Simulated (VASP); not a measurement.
Write the native input for VASP 6.6.1 that does the following.

```
Task                   : relaxation of cell and atoms
Functional             : revPBE
Potentials or basis    : VASP PAW PBE potentials, release 64 (Be)
Cutoff                 : 600 eV
k mesh                 : 14 × 14 × 14
Occupations            : fermi-dirac, width 0.05 eV
Spin                   : no spin polarisation
Further INCAR settings : ALGO = Fast; EDIFF = 1e-06; IBRION = 2; EDIFFG = -0.02; NSW = 40; ISIF = 3
```

The structure of Be lies in POSCAR:

```
Be
1.0
    0.0000000000      1.5790500000      1.5790500000
    1.5790500000      0.0000000000      1.5790500000
    1.5790500000      1.5790500000      0.0000000000
Be
1
Direct
    0.0000000000      0.0000000000      0.0000000000
```

The cell was built by a generator and needn't be a form met in nature.

The input as run:

INCAR

```
SYSTEM = Be
PREC = Accurate
ENCUT = 600
EDIFF = 1E-6
ISMEAR = -1
SIGMA = 0.05
LREAL = .False.
LASPH = .True.
NELM = 100
ALGO = Fast
ISIF = 3
LWAVE = .False.
LCHARG = .False.
GGA = RE
IBRION = 2
NSW = 40
EDIFFG = -0.02
```

KPOINTS

```
Automatic mesh
0
Gamma
  14 14 14
  0 0 0
```

Potentials or basis: VASP PAW PBE potentials, release 64 (Be).

Launch:

```console
$ cat potpaw_PBE.64/Be/POTCAR > POTCAR
$ mpirun -np 1 vasp_std > vasp.out
```

Results of the run:

The relaxed volume is 8.05 Å³/atom, the relaxed cell is a = 2.250 Å, b = 2.250 Å, c = 2.250 Å, α = 60.00°, β = 60.00°, γ = 60.00° and the space group after relaxing (to 0.05 Å) is Fm-3m (No. 225). The energy gained by relaxing is 1.4 meV/atom. The ionic steps are 3 and the pressure after relaxing is 0.0 GPa. The band gap on the k mesh is none (metal or under the smearing width).

Caveat: the PAW data sets were made with another functional, which shifts forces and pressure a little.

Wall time 5.3 s on 1 thread of Intel(R) Xeon(R) Platinum 8375C CPU @ 2.90GHz (Ice Lake), on a shared host, peak memory 0.11 GiB.
